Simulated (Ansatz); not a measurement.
**The honeycomb GaAs bilayer (AB) under a gate**

How does the honeycomb GaAs bilayer (AB) take up charge from its gate?

Calculated with Ansatz 0.2.0; plane-wave DFT, PBE-D3(BJ), Ansatz PAW.

This is a report of a sequence of runs, with most program output left out.

### 1. Set-up

The cell holds 4 atoms: 2 As and 2 Ga. Cell: a = 4.050 Å, b = 4.050 Å, c = 39.360 Å, α = 90.0°, β = 90.0°, γ = 120.0°. Regions: layer 1: honeycomb GaAs, 2 atoms (1 As and 1 Ga); layer 2: honeycomb GaAs, 2 atoms (1 As and 1 Ga). Vacuum lies along c.

### 2. Relaxing the slab

The starting cell is a guess, so the in-plane lattice and the atoms are relaxed first, with the slab cut off from its images along the normal.

File input.yaml:

```yaml
crystal:
  lattice:
    - [4.05, 0.0, 0.0]
    - [-2.025, 3.5074028853, 0.0]
    - [0.0, 0.0, 39.3600000007]
  atoms:
    - { symbol: As, position: [0.6666666667, 0.3333333333, 0.4471544715] }
    - { symbol: Ga, position: [0.3333333333, 0.6666666667, 0.4618902439] }
    - { symbol: As, position: [0.0, 0.0, 0.5381097561] }
    - { symbol: Ga, position: [0.6666666667, 0.3333333333, 0.5528455285] }
  periodic: [true, true, false]
kpoints:
  mp_grid: { grid: [12, 12, 1] }
hamiltonian:
  xc: pbe
  dispersion: d3bj
scf:
  occupations: { method: fermi_dirac, width: 0.05 }
  convergence: { dr2_threshold: 1.0e-09 }
relax:
  f_tol: 0.004
  max_steps: 90
  cell: {}
output:
  write_potential: true
  write_density: true
  volumetric_format: npy
```

Launch:

```bash
> ansatz run input.yaml --threads 4 --pin off --max-ram 16384MiB --backend cpu --events-out ev --progress --plain --runs-dir out
```

It took 72 s on 4 threads of Arm Neoverse V1, shared host; peak memory 0.98 GiB.

Relaxation path:

```csv
step,energy less that of the first step (eV),largest force component (eV/Å),volume (Å³)
1,0.0000,0.0741,559.11
2,-0.0062,0.0359,552.16
3,-0.0003,0.0686,543.48
4,-0.0097,0.0081,549.63
5,-0.0097,0.0167,549.52
6,-0.0098,0.0045,549.45
7,-0.0098,0.0004,549.50
8*,-0.0095,0.0003,549.50
```

Relaxation steps marked * repeat the geometry before them on a plane-wave basis chosen anew for their cell, so energy and pressure can jump there. Relaxation step 3 was tried and not accepted.

The run keeps the 6 symmetry operations that it works with, so distortions that break them were not tested.

| cell as run | before | after | change |
| --- | --- | --- | --- |
| a (Å) | 4.050 | 4.015 | -0.9 % |
| b (Å) | 4.050 | 4.015 | -0.9 % |

The atoms that moved most (Å, along periodic axes as changes of fractional coordinates times the final cell, across vacuum about the mean position):

```csv
atom,dx,dy,dz,length
As1,0.000,0.000,-0.035,0.035
Ga4,0.000,0.000,0.030,0.030
Ga2,0.000,0.000,0.010,0.010
```

The relaxed structure:

```xyz
4
Lattice="4.0151 0.0000 0.0000 -2.0075 3.4771 0.0000 0.0000 0.0000 39.3600" Properties=species:S:1:pos:R:3
As    2.0075    1.1590   17.5646
Ga    0.0000    2.3181   18.1896
As    0.0000    0.0000   21.1756
Ga    2.0075    1.1590   21.7902
```

The lattice constant a goes from 4.050 to 4.015 Å.

### 3. Gated layer, added electrons 0, start network

The slab is cut off from its images along the normal. A charged sheet stands for each gate, the layer takes the opposite charge, and a barrier ahead of the sheet keeps electrons from leaking to it. The uncharged case sets the zero; a dense mesh is needed because few carriers fill a small part of the zone.

The cell differs from the one that the last finished run ended in (c 39.360 → 38.426 Å).

File input.yaml:

```yaml
crystal:
  lattice:
    - [4.0150554658, 0.0, 0.0]
    - [-2.0075277329, 3.477140031, 0.0]
    - [0.0, 0.0, 38.4256663937]
  atoms:
    - { symbol: As, position: [0.6666666667, 0.3333333333, 0.4450150539] }
    - { symbol: Ga, position: [0.3333333333, 0.6666666667, 0.461280972] }
    - { symbol: As, position: [0.0, 0.0, 0.5389911154] }
    - { symbol: Ga, position: [0.6666666667, 0.3333333333, 0.5549849461] }
  periodic: [true, true, false]
  symmetry: { detect: true }
kpoints:
  mp_grid: { grid: [72, 72, 1] }
  band_path:
    path: [[0, 0, 0], [0.5, 0, 0], [0.33333333, 0.33333333, 0], [0, 0, 0]]
    npoints: 16
hamiltonian:
  xc: pbe
  dispersion: d3bj
scf:
  occupations: { method: fermi_dirac, width: 0.02585 }
  convergence: { dr2_threshold: 1.0e-10 }
output:
  forces: true
  eigenvalues: true
  dos: { projected: true, e_range: [-3, 3], de: 0.01 }
  write_potential: true
  write_density: true
  volumetric_format: npy
  elf: true
external_charges:
  - { charge: 0, barrier: 10, axis: 3, height: 24.826, sigma: 0.25 }
```

Wall time 6.1 min (4 threads); peak memory 5.2 GiB; 24 min of CPU time.

This step gave:

| Item | Value |
| --- | --- |
| gap along the path | 0.8469 eV |
| smallest direct gap along the path | 0.9710 eV |
| gap, the smaller of path and mesh | 0.8469 eV |
| potential beyond the upper barrier and gate, less the barrier, from the Fermi level | 3.879 eV |

Running mean over a fixed 2.7 Å (it still follows the layers) of the planar mean; beyond a gate it holds the 10 eV model barrier. The electron's electrostatic potential energy less the Fermi level by z:

| z (Å) | electron's electrostatic potential energy less the Fermi level (eV) |
| --- | --- |
| 4 | 5.23 |
| 6 | 5.23 |
| 8 | 5.23 |
| 10 | 5.23 |
| 12 | 5.23 |
| 14 | 5.18 |
| 16 | 1.60 |
| 18 | -1.88 |
| 20 | -1.04 |
| 22 | -1.34 |
| 24 | 5.71 |
| 26 | 13.1 |
| 28 | 13.9 |
| 30 | 13.9 |
| 32 | 13.9 |
| 34 | 13.9 |

The density of states has structure finer than the step of the table below, so its rows give means over 0.2 eV, whole bins alone (the curve runs from -3 to 2.41 eV). Peaks (eV: height): -2.80: 5.69, -2.67: 4.72, -1.77: 4.36, -1.35: 6.45, -0.83: 5.99, -0.61: 4.29, 1.75: 4.36.

The density of states by energy, zero at the Fermi level of the run, which the smearing sets inside the gap; means over each step:

energy (eV), density of states (states/eV a cell) and a bar:
```
     -2.8       3.38 ###########################
     -2.6       3.20 #########################
     -2.4       2.56 ####################
     -2.2       2.37 ###################
     -2.0       2.58 ####################
     -1.8       3.17 #########################
     -1.6       2.54 ####################
     -1.4       3.12 #########################
     -1.2       2.89 #######################
     -1.0       2.43 ###################
     -0.8       3.81 ##############################
     -0.6       3.03 ########################
     -0.4       0.17 #
     -0.2       0.00 
      0.0       0.00 
      0.2       0.00 
      0.4       0.25 ##
      0.6       0.84 #######
      0.8       1.20 #########
      1.0       2.12 #################
      1.2       1.63 #############
      1.4       1.67 #############
      1.6       2.73 #####################
      1.8       3.40 ###########################
      2.0       2.61 #####################
      2.2       2.89 #######################
```

Projected DOS per atom over height of the atomic layer and energy from the Fermi level. Layers: As Ga As Ga from below.

Values in states/eV, 22 rows by 4 columns, each cell a mean:
```
0.74 0.73 0.24 0.62
0.66 0.74 0.40 0.76
0.53 0.85 0.66 1.07
0.35 0.67 0.53 0.89
0.18 0.47 0.38 0.58
0.26 0.26 0.40 1.01
0.23 0.20 0.28 0.55
0.18 0.13 0.19 0.30
0.02 0.02 0.02 0.03
0.00 0.00 0.00 0.00
0.00 0.00 0.00 0.00
0.23 0.06 0.04 0.01
2.02 0.48 0.65 0.14
1.64 0.57 0.70 0.22
1.14 0.41 0.92 0.34
1.11 0.44 1.02 0.41
0.94 0.45 0.97 0.39
0.96 0.52 0.91 0.42
0.64 0.39 0.94 0.46
0.53 0.39 1.07 0.54
0.77 0.63 1.21 0.65
0.60 0.49 0.91 0.52
```
Columns: height of the atomic layer (Å) from 17.1 to 21.3 (not evenly spaced); rows upwards: energy from the Fermi level (eV) from -2.98 to 2.42.

The electronic bands at the labelled points (eV, zero at the Fermi level of the run, which the smearing sets inside the gap):

```
  point  band 25  band 26  band 27  band 28  band 29  band 30  band 31  band 32
      Γ    -0.97    -0.97    -0.42    -0.42     0.55     0.93     2.78     4.03
halfway    -2.84    -1.85    -1.22    -1.22     1.51     2.17     2.70     3.84
      M    -2.45    -1.80    -1.76    -0.88     0.43     1.52     2.05     2.91
halfway    -3.47    -2.86    -1.36    -0.72     0.85     1.70     3.36     3.96
      K    -4.09    -3.57    -0.97    -0.61     1.05     1.18     4.99     5.27
halfway    -2.69    -2.48    -1.88    -1.03     1.96     2.54     3.45     4.07
      Γ    -0.97    -0.97    -0.42    -0.42     0.55     0.93     2.78     4.03
```

ELF in the ca plane at fractional y = 0.333, with atoms of As and Ga within 0.2 Å of it. It is the smooth field of the valence electrons, not physical close to the nuclei.

Ten even steps from '0' (0.00) to '9' (0.82), each cell a mean:
```
00000000000000013678888875201355544443100000
00000000000000146899877775200233323343200000
00000000000001258998533676300122101333210000
00000000000001358998432566300122021233210000
00000000000001257999634676300122101333210000
00000000000000136899877775201233333343200000
00000000000000013567778764201456555543100000
00000000000000000124555553102567765432100000
00000000000000000001233333113676665421000000
00000000000000000001233333113676665421000000
00000000000000001234566653102567766532100000
```
Columns run along c (16.0 Å, from fractional 0.24 to 0.66 of the cell), rows up along a (4.0 Å). Atoms in or near the plane, at fractional coordinates: As at (0.45, 0.67), Ga at (0.55, 0.67).

Electrostatic potential energy in the ca plane at fractional y = 0.333, with atoms of As and Ga within 0.2 Å of it. With pseudopotentials it is smooth inside the atoms' cores, unlike the true potential.

Ten even steps from '0' (-24 eV) to '9' (5 eV), each cell a mean:
```
88888888888888888876544677777765445677777889
88888888888888888874111267787753001467777889
88888888888888888762496147787640000157777889
88888888888888888751799137777630000056777789
88888888888888888762375147787640000157777889
88888888888888888874211367787763101467777889
88888888888888888877545677777766555677777889
88888888888888888887766667777766667777777889
88888888888888888887766667777765567777777889
88888888888888888887766667777765667777777889
88888888888888888887766667777766667777777889
```
Columns run along c (16.0 Å, from fractional 0.24 to 0.66 of the cell; values clipped at the 3rd and 97th percentile), rows up along a (4.0 Å). Atoms in or near the plane, at fractional coordinates: As at (0.45, 0.67), Ga at (0.55, 0.67).

Valence density in the ca plane at fractional y = 0.333, with atoms of As and Ga within 0.2 Å of it. It is the smooth field of the valence electrons, not physical close to the nuclei.

Ten steps, logarithmic in the rise over the least value, from '0' (0 e/Å³) to '9' (38 e/Å³), each cell a mean:
```
00000000000000000000111100000001111000000000
00000000000000000001243210000001232100000000
00000000000000000012586310000012685200000000
00000000000000000013798410000013897200000000
00000000000000000012576310000002574100000000
00000000000000000001232110000001222100000000
00000000000000000000111100000001110000000000
00000000000000000000001100000001100000000000
00000000000000000000000000000001100000000000
00000000000000000000000000000001100000000000
00000000000000000000001000000001100000000000
```
Columns run along c (16.0 Å, from fractional 0.24 to 0.66 of the cell), rows up along a (4.0 Å). Atoms in or near the plane, at fractional coordinates: As at (0.45, 0.67), Ga at (0.55, 0.67).

The gap, the smaller of path and mesh, is 0.847 eV.

### 4. Gated layer, added electrons 1×10¹³ per cm², start atoms

input.yaml, the sections that differ from step 3:

```yaml
total_charge: -0.013961
kpoints:
  mp_grid: { grid: [72, 72, 1] }
output:
  forces: true
  eigenvalues: true
  write_potential: true
  write_density: true
  volumetric_format: npy
external_charges:
  - { charge: 0, barrier: 10, axis: 3, height: 24.826, sigma: 0.25 }
  - { charge: 0.013961, axis: 3, height: 26.326, sigma: 0.5 }
# crystal, hamiltonian, scf: as in step 3
```

Wall time 6.1 min (4 threads); peak memory 5.1 GiB; 24 min of CPU time.

Numbers from this step:

```yaml
energy_at_zero_smearing: -17278.9507 eV
potential_beyond_the_upper_barrier_and_gate_less_the_barrier_from_the_fermi_level: 2.783 eV
```

Against the uncharged case this takes +1.10 V.

### 5. Gated layer, added electrons 3×10¹³ per cm², start atoms

Changes to input.yaml since step 4:

```diff
@@ -12,3 +12,3 @@
   symmetry: { detect: true }
-total_charge: -0.013961
+total_charge: -0.041883
 kpoints:
@@ -29,2 +29,2 @@
   - { charge: 0, barrier: 10, axis: 3, height: 24.826, sigma: 0.25 }
-  - { charge: 0.013961, axis: 3, height: 26.326, sigma: 0.5 }
+  - { charge: 0.041883, axis: 3, height: 26.326, sigma: 0.5 }
```

It took 6.3 min on 4 threads; peak memory 5.2 GiB; 25 min of CPU time.

Against the uncharged case this takes +2.45 V.

### 6. Gated layer, added electrons 6×10¹³ per cm², start atoms

Changes to input.yaml since step 5:

```diff
@@ -12,3 +12,3 @@
   symmetry: { detect: true }
-total_charge: -0.041883
+total_charge: -0.083765
 kpoints:
@@ -29,2 +29,2 @@
   - { charge: 0, barrier: 10, axis: 3, height: 24.826, sigma: 0.25 }
-  - { charge: 0.041883, axis: 3, height: 26.326, sigma: 0.5 }
+  - { charge: 0.083765, axis: 3, height: 26.326, sigma: 0.5 }
```

It took 5.7 min on 4 threads; peak memory 5.2 GiB.

Against the uncharged case this takes +4.41 V.

### 7. Gated layer, added electrons 10×10¹³ per cm², start atoms

Changes to input.yaml since step 6:

```diff
@@ -12,3 +12,3 @@
   symmetry: { detect: true }
-total_charge: -0.083765
+total_charge: -0.139609
 kpoints:
@@ -29,2 +29,2 @@
   - { charge: 0, barrier: 10, axis: 3, height: 24.826, sigma: 0.25 }
-  - { charge: 0.083765, axis: 3, height: 26.326, sigma: 0.5 }
+  - { charge: 0.139609, axis: 3, height: 26.326, sigma: 0.5 }
```

Elapsed: 5.2 min, on 4 threads; peak memory 5.2 GiB.

Against the uncharged case this takes +6.88 V.

### 8. Gated layer, added electrons -1×10¹³ per cm², start atoms

Changes to input.yaml since step 7:

```diff
@@ -12,3 +12,3 @@
   symmetry: { detect: true }
-total_charge: -0.139609
+total_charge: 0.013961
 kpoints:
@@ -29,2 +29,2 @@
   - { charge: 0, barrier: 10, axis: 3, height: 24.826, sigma: 0.25 }
-  - { charge: 0.139609, axis: 3, height: 26.326, sigma: 0.5 }
+  - { charge: -0.013961, axis: 3, height: 26.326, sigma: 0.5 }
```

Wall time 6.2 min (4 threads); peak memory 5.2 GiB; 25 min of CPU time.

Against the uncharged case this takes -1.17 V.

### 9. Gated layer, added electrons -3×10¹³ per cm², start atoms

Changes to input.yaml since step 8:

```diff
@@ -12,3 +12,3 @@
   symmetry: { detect: true }
-total_charge: 0.013961
+total_charge: 0.041883
 kpoints:
@@ -29,2 +29,2 @@
   - { charge: 0, barrier: 10, axis: 3, height: 24.826, sigma: 0.25 }
-  - { charge: -0.013961, axis: 3, height: 26.326, sigma: 0.5 }
+  - { charge: -0.041883, axis: 3, height: 26.326, sigma: 0.5 }
```

The job ended after 6.2 min (4 threads; peak memory 5.2 GiB).

Against the uncharged case this takes -2.64 V.

### 10. Gated layer, added electrons -6×10¹³ per cm²

input.yaml, the sections that differ from step 9:

```yaml
total_charge: 0.083765
kpoints:
  mp_grid: { grid: [72, 72, 1] }
  band_path:
    path: [[0, 0, 0], [0.5, 0, 0], [0.33333333, 0.33333333, 0], [0, 0, 0]]
    npoints: 16
output:
  forces: true
  eigenvalues: true
  dos: { projected: true, e_range: [-3, 3], de: 0.01 }
  write_potential: true
  write_density: true
  volumetric_format: npy
  elf: true
external_charges:
  - { charge: 0, barrier: 10, axis: 3, height: 24.826, sigma: 0.25 }
  - { charge: -0.083765, axis: 3, height: 26.326, sigma: 0.5 }
# crystal, hamiltonian, scf: as in step 9
```

Wall time 6.6 min (4 threads); peak memory 5.2 GiB; 26 min of CPU time.

The density of states has structure finer than the step of the table below, so its rows give means over 0.1 eV, whole bins alone (the curve runs from -3 to 1.99 eV). Peaks (eV: height): -2.19: 5.64, -1.59: 3.90, -0.77: 6.08, -0.67: 3.87, -0.28: 6.47, -0.10: 4.70, 1.69: 3.47.

Density of states against energy, zero at the Fermi level; means over each step:

```
energy (eV)  density of states (states/eV a cell)
       -2.9                                  1.25
       -2.8                                  1.28
       -2.7                                  1.31
       -2.6                                  1.35
       -2.5                                  1.39
       -2.4                                  1.44
       -2.3                                  1.51
       -2.2                                  4.11
       -2.1                                  3.50
       -2.0                                  3.25
       -1.9                                  2.62
       -1.8                                  2.69
       -1.7                                  2.15
       -1.6                                  2.98
       -1.5                                  2.84
       -1.4                                  2.93
       -1.3                                  3.08
       -1.2                                  2.75
       -1.1                                  2.70
       -1.0                                  2.38
       -0.9                                  2.14
       -0.8                                  3.51
       -0.7                                  3.46
       -0.6                                  3.00
       -0.5                                  2.76
       -0.4                                  2.73
       -0.3                                  4.80
       -0.2                                  3.70
       -0.1                                  3.81
        0.0                                  2.02
        0.1                                     0
        0.2                                     0
        0.3                                     0
        0.4                                     0
        0.5                                     0
        0.6                                     0
        0.7                                     0
        0.8                                     0
        0.9                                     0
        1.0                                     0
        1.1                                 0.526
        1.2                                 0.712
        1.3                                 0.840
        1.4                                  1.00
        1.5                                  1.20
        1.6                                  1.48
        1.7                                  2.28
        1.8                                  1.55
        1.9                                  1.88
```

Against the uncharged case this takes -4.80 V.

### 11. Gated layer, added electrons -10×10¹³ per cm²

Changes to input.yaml since step 10:

```diff
@@ -12,3 +12,3 @@
   symmetry: { detect: true }
-total_charge: 0.083765
+total_charge: 0.139609
 kpoints:
@@ -34,2 +34,2 @@
   - { charge: 0, barrier: 10, axis: 3, height: 24.826, sigma: 0.25 }
-  - { charge: -0.083765, axis: 3, height: 26.326, sigma: 0.5 }
+  - { charge: -0.139609, axis: 3, height: 26.326, sigma: 0.5 }
```

Run time: 6.5 min. Hardware: 4 threads; peak memory 5.2 GiB; 26 min of CPU time.

[end of part 1 of 2]

[Logs are printed without paths, hosts, clocks, repeated set-up lines and the standing remarks that a program may print on its own settings, such as how far it seeks lower states.]

[Hosts, paths, dates, database ids (printed as entryN), source tags and the programs' standing remarks are cut or masked in the printed files.]

[Maps of the electrostatic potential energy from Ansatz leave out the sawtooth potential of an applied field or a dipole correction, so their vacuum need not be flat; planar profiles and work functions include it.]

[The density of states shown here was stored with 400 of the rows of the run's finer table, so its peaks can read low, often by over a quarter, or be missed, and its means over a window can be off by a tenth or more.]
